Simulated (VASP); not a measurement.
# Te (P3_121) in VASP: notebook

Aim: see how the results for Te move with the level of theory and the settings. Levels: PBEsol, PBE. Tasks: equation of state.

All numbers are computed with VASP 6.6.1; they aren't measurements. Logs are shortened: lines on timing, memory, paths and dates and some standing lists are left out, and cuts for length are marked.

## Step 1: The crystal as given

Symmetry: P3_121, No. 152, trigonal system. Conventional cell: a = 4.454 Å, b = 4.454 Å, c = 5.924 Å, α = 90.00°, β = 90.00°, γ = 120.00°. Te (site symmetry 2) has 2 Te at 2.86 Å as nearest neighbours.

## Step 2: Equation of state, PBEsol, 31.89 Å³/atom (volume scaled by 0.94)

File INCAR:

```
PREC     = Accurate       # precision mode
ENCUT    = 520            # plane-wave cutoff, eV
EDIFF    = 1E-7           # SCF threshold, eV
ISMEAR   = -1             # smearing method
SIGMA    = 0.05           # smearing width, eV
LREAL    = F              # projectors in reciprocal space
LASPH    = T              # aspherical terms in the spheres
NELM     = 80             # most SCF steps
ALGO     = Normal         # electronic algorithm
ISIF     = 2              # what is computed and relaxed
LWAVE    = F              # write WAVECAR
LCHARG   = F              # write CHGCAR
GGA      = PS             # functional
NBANDS   = 16             # bands
```

File KPOINTS:

```
Automatic mesh
0
Gamma
  7 7 5
```

File POSCAR:

```
Te
1.0
    4.3630765282      0.0000000000      0.0000000000
   -2.1815382641      3.7785351121      0.0000000000
    0.0000000000      0.0000000000      5.8030681080
Te
3
Direct
    0.7310000000      0.7310000000      0.0000000000
    0.0000000000      0.2690000000      0.6666666667
    0.2690000000      0.0000000000      0.3333333333
```

Potentials or basis: VASP PAW PBE potentials, release 64 (Te).

Started as:

```sh
cat potpaw_PBE.64/Te/POTCAR > POTCAR
mpirun -np 1 vasp_std > vasp.out
```

OUTCAR:

```text
PREC = Accurate
   ENCUT = 520
   EDIFF = 1E-7
   ISMEAR = -1
   LREAL = F
   LASPH = T
   NELM = 80
   ISIF = 2
   GGA = PS

 Found     32 irreducible k-points:

 Following reciprocal coordinates:
            Coordinates               Weight
  0.000000  0.000000  0.000000      1.000000
  0.142857  0.000000  0.000000      6.000000
  0.285714  0.000000  0.000000      6.000000
  0.428571  0.000000  0.000000      6.000000
  0.142857  0.142857  0.000000      6.000000
  0.285714  0.142857  0.000000     12.000000
   k-points           NKPTS =     32   k-points in BZ     NKDIM =     32   number of bands    NBANDS=     16
   number of dos      NEDOS =    301   number of ions     NIONS =      3
   total plane-waves  NPLWV =  49152
   dimension x,y,z NGX =    32 NGY =   32 NGZ =   48
   dimension x,y,z NGXF=    64 NGYF=   64 NGZF=   96
   ions per type =               3
   NGX,Y,Z   is equivalent  to a cutoff of  12.19, 12.19, 13.75 a.u.
   NGXF,Y,Z  is equivalent  to a cutoff of  24.39, 24.39, 27.50 a.u.
 SYSTEM =  unknown system
   PREC   = accura    normal or accurate (medium, high low for compatibility)
   ISTART =      0    job   : 0-new  1-cont  2-samecut
   ICHARG =      2    charge: 1-file 2-atom 10-const
   ISPIN  =      1    spin polarized calculation?
   LNONCOLLINEAR =      F non collinear calculations
   LSORBIT =      F    spin-orbit coupling
   LASPH  =      T    aspherical Exc in radial PAW
   ENCUT  =  520.0 eV  38.22 Ry    6.18 a.u.   8.11  8.11 10.79*2*pi/ulx,y,z
   NELM   =     80;   NELMIN=  2; NELMDL= -5     # of ELM steps
   EDIFF  = 0.1E-06   stopping-criterion for ELM
   LREAL  =      F    real-space projection
   EDIFFG = 0.1E-05   stopping-criterion for IOM
   NSW    =      0    number of steps for IOM
   IBRION =     -1    ionic relax: 0-MD 1-quasi-New 2-CG
   NFREE  =      0    steps in history (QN), initial steepest desc. (CG)
   ISIF   =      2    stress and relaxation
   ISYM   =      2    0-nonsym 1-usesym 2-fastsym
   POTIM  = 0.5000    time-step for ionic-motion
   TEBEG  =    0.0;   TEEND  =   0.0 temperature during run
   PSTRESS=    0.0 pullay stress
   NELECT =      18.0000    total number of electrons
   NUPDOWN=      -1.0000    fix difference up-down
   EMIN   =  10.00;   EMAX   =-10.00  energy-range for DOS
   EFERMI =   0.00;   METHOD = LEGACY
   ISMEAR =    -1;   SIGMA  =   0.05  broadening in eV -4-tet -1-fermi 0-gaus
   EFERMI_NEDOS =   21; number of points for ismear=-14 and -15
   IALGO  =     38    algorithm
   IMIX   =      4    mixing-type and parameters
     AMIX     =   0.40;   BMIX     =  1.00
     AMIX_MAG =   1.60;   BMIX_MAG =  1.00
  volume/ion in A,a.u.               =      31.89       215.20
  Fermi-wavevector in a.u.,A,eV,Ry     =   0.938082  1.772719 11.973109  0.879999
  Thomas-Fermi vector in A             =   2.065258
   LORBIT       =      0    0 simple, 1 ext, 2 COOP (PROOUT), +10 PAW based schemes
   GGA     = PS    functional components
   LHFCALC =     F    Hartree Fock is set to
   AEXX    =    0.0000 exact exchange contribution
   IVDW    =     0    specifies the selected vdW correction
   LEPSILON=     F    determine dielectric tensor
   LRPA    =     F    only Hartree local field effects (RPA)
 non-spin polarized calculation
  energy-cutoff  :      520.00
  volume of cell :       95.67
 maximum number of plane-waves:      2590
   NGX = 17   NGY = 17   NGZ = 21

 number of electron      17.9999999 magnetization

 Free energy of the ion-electron system (eV)
  ---------------------------------------------------
  ext. energy  EPLUGINS =         0.00000000
  ---------------------------------------------------
  free energy    TOTEN  =       -10.51787655 eV

  energy without entropy =      -10.51774382  energy(sigma->0) =      -10.51781018

 E-fermi :   6.8003     XC(G=0):  -9.4930

 val. band max:        6.4825306599   @ k =   0.2857   0.2857   0.4000
 cond. band min:       7.0475793805   @ k =   0.0000   0.0000   0.4000
 fundamental gap:      0.5650487206
 Fermi energy:         6.8002595922

 k-point     1 :       0.0000    0.0000    0.0000
  band No.  band energies     occupation
      1      -7.5021      2.00000
      2      -3.8896      2.00000
      3      -3.8896      2.00000
      4       3.3208      2.00000
      5       3.7771      2.00000
      6       3.7771      2.00000
      7       4.7894      2.00000
      8       4.7894      2.00000
      9       5.6780      2.00000
     10       7.6852      0.00000
     11       7.6852      0.00000
     12       8.2692      0.00000
     13      11.3813      0.00000
     14      11.3813      0.00000
     15      12.6114      0.00000
     16      12.7842      0.00000

 k-point     2 :       0.1429    0.0000    0.0000
  band No.  band energies     occupation
      1      -7.3513      2.00000
      2      -3.9291      2.00000
      3      -3.8380      2.00000
      4       2.3659      2.00000
      5       3.0874      2.00000
      6       3.3714      2.00000
      7       5.2504      2.00000
      8       5.5602      2.00000
      9       5.8890      2.00000
     10       7.3928      0.00001
     11       7.5737      0.00000
     12       8.1002      0.00000
     13      10.8914      0.00000
     14      11.3446      0.00000
     15      12.5591      0.00000
     16      12.9617      0.00000

 k-point     3 :       0.2857    0.0000    0.0000
  band No.  band energies     occupation
      1      -6.9339      2.00000
      2      -4.1645      2.00000
      3      -3.7083      2.00000
      4       1.4742      2.00000
      5       2.3072      2.00000
      6       2.8447      2.00000
      7       4.5367      2.00000
      8       5.6060      2.00000
      9       5.7446      2.00000
     10       7.4713      0.00000
     11       7.6807      0.00000
     12       9.0913      0.00000
     13       9.8791      0.00000
     14      11.9679      0.00000
     15      13.1295      0.00000
     16      14.0918      0.00000

 k-point     4 :       0.4286    0.0000    0.0000
  band No.  band energies     occupation
      1      -6.4317      2.00000
      2      -4.6065      2.00000
      3      -3.5900      2.00000
      4       1.3449      2.00000
      5       1.8923      2.00000
      6       2.6111      2.00000
      7       3.1597      2.00000
      8       5.4997      2.00000
      9       5.7550      2.00000
     10       7.4680      0.00000
     11       7.5396      0.00000
     12       9.2897      0.00000
     13      10.4905      0.00000
     14      13.4672      0.00000
     15      14.6484      0.00000
     16      15.3672      0.00000

 k-point     5 :       0.1429    0.1429    0.0000
  band No.  band energies     occupation
      1      -7.0656      2.00000
      2      -4.0239      2.00000
      3      -3.7976      2.00000
      4       1.7559      2.00000
      5       2.0967      2.00000
      6       3.5018      2.00000
      7       4.7516      2.00000
      8       5.4100      2.00000
      9       5.4721      2.00000
     10       7.8870      0.00000
     11       8.0541      0.00000
     12       8.3840      0.00000
     13      10.6424      0.00000
     14      10.8573      0.00000
     15      13.1451      0.00000
     16      13.6985      0.00000

 k-point     6 :       0.2857    0.1429    0.0000
  band No.  band energies     occupation
      1      -6.5829      2.00000
      2      -4.3328      2.00000
      3      -3.7691      2.00000
      4       1.4246      2.00000
      5       1.7543      2.00000
      6       3.0066      2.00000
      7       3.8705      2.00000
      8       4.7107      2.00000
      9       4.9882      2.00000
     10       8.2319      0.00000
     11       8.5241      0.00000
     12       9.6694      0.00000
     13      10.1452      0.00000
     14      11.6645      0.00000
     15      14.1458      0.00000
     16      14.9386      0.00000

 [... further k-points ...]

------------------------ aborting loop because EDIFF is reached ----------------------------------------

  FORCE on cell =-STRESS in cart. coord.  units (eV):
  Direction    XX          YY          ZZ          XY          YZ          ZX
  --------------------------------------------------------------------------------------
  -------------------------------------------------------------------------------------
  Total        1.1549192      1.1549192      2.2727742      0.0000000     -0.0000000      0.0000000
  in kB       19.3414134     19.3414134     38.0621143      0.0000000     -0.0000000      0.0000000
  external PRESSURE =      25.5816471 kB  Pullay stress =       0.0000000 kB

 VOLUME and BASIS-vectors are now :
 -----------------------------------------------------------------------------
  energy-cutoff  :      520.00
  volume of cell :       95.67
      direct lattice vectors                 reciprocal lattice vectors
     4.363076528  0.000000000  0.000000000     0.229196072  0.132326414  0.000000000
    -2.181538264  3.778535112  0.000000000     0.000000000  0.264652827  0.000000000
     0.000000000  0.000000000  5.803068108     0.000000000  0.000000000  0.172322637

 POSITION                                       TOTAL-FORCE (eV/Angst)
 -----------------------------------------------------------------------------------
      1.59470      2.76211      0.00000        -0.240979     -0.417387      0.000000
     -0.58683      1.01643      3.86871        -0.240979      0.417387      0.000000
      1.17367      0.00000      1.93436         0.481957     -0.000000      0.000000
 -----------------------------------------------------------------------------------
    total drift:                                0.000000      0.000000      0.000000

  FREE ENERGIE OF THE ION-ELECTRON SYSTEM (eV)
  ---------------------------------------------------
  free  energy   TOTEN  =       -10.5178765471 eV

  energy  without entropy=      -10.5177438194  energy(sigma->0) =      -10.51781018
```

Run time: 34 s. Hardware: 1 thread of Intel Xeon Platinum 8488C (Sapphire Rapids), shared host; peak memory 0.22 GiB.

What came out:

```yaml
Free_energy: -10.5179 eV
Pressure: 2.6 GPa
Largest_force: 0.482 eV/Å
Band_gap_on_the_k_mesh: 0.57 eV, indirect (least direct gap 0.80 eV)
```

Caveat: the PAW data sets were made with another functional, which shifts forces and pressure a little; spin-orbit coupling is left out, which moves the levels of the heavy elements; an odd mesh through Γ misses points on the zone boundary, where band edges often lie.

## Step 3: Equation of state, PBEsol, 32.57 Å³/atom (volume scaled by 0.96)

INCAR is that of step 2.

KPOINTS is that of step 2.

File POSCAR:

```
Te
1.0
    4.3938034316      0.0000000000      0.0000000000
   -2.1969017158      3.8051453911      0.0000000000
    0.0000000000      0.0000000000      5.8439361313
Te
3
Direct
    0.7310000000      0.7310000000      0.0000000000
    0.0000000000      0.2690000000      0.6666666667
    0.2690000000      0.0000000000      0.3333333333
```

Potentials or basis: VASP PAW PBE potentials, release 64 (Te).

Started as:

```sh
cat potpaw_PBE.64/Te/POTCAR > POTCAR
mpirun -np 1 vasp_std > vasp.out
```

Run time: 40 s. Hardware: 1 thread of Intel Xeon Platinum 8488C (Sapphire Rapids), shared host; peak memory 0.24 GiB.

It converged, with:

```yaml
Free_energy: -10.5421 eV
Pressure: 1.3 GPa
Largest_force: 0.354 eV/Å
Band_gap_on_the_k_mesh: 0.57 eV, indirect (least direct gap 0.79 eV)
```

Caveat: the PAW data sets were made with another functional, which shifts forces and pressure a little; spin-orbit coupling is left out, which moves the levels of the heavy elements; an odd mesh through Γ misses points on the zone boundary, where band edges often lie.

## Step 4: Equation of state, PBEsol, 33.25 Å³/atom (volume scaled by 0.98)

INCAR is that of step 3.

KPOINTS is that of step 3.

File POSCAR:

```
Te
1.0
    4.4241064818      0.0000000000      0.0000000000
   -2.2120532409      3.8313886024      0.0000000000
    0.0000000000      0.0000000000      5.8842404128
Te
3
Direct
    0.7310000000      0.7310000000      0.0000000000
    0.0000000000      0.2690000000      0.6666666667
    0.2690000000      0.0000000000      0.3333333333
```

Started as:

```sh
cat potpaw_PBE.64/Te/POTCAR > POTCAR
mpirun -np 1 vasp_std > vasp.out
```

It took 40 s on 1 thread of Intel Xeon Platinum 8488C (Sapphire Rapids), shared host; peak memory 0.24 GiB.

The run converged. Its results:

| Item | Value |
| --- | --- |
| Free energy | -10.5511 eV |
| Pressure | 0.1 GPa |
| Largest force | 0.236 eV/Å |
| Band gap on the k mesh | 0.58 eV, indirect (least direct gap 0.77 eV) |

Caveat: the PAW data sets were made with another functional, which shifts forces and pressure a little; spin-orbit coupling is left out, which moves the levels of the heavy elements; an odd mesh through Γ misses points on the zone boundary, where band edges often lie.

(Part 1 of 2 ends here.)
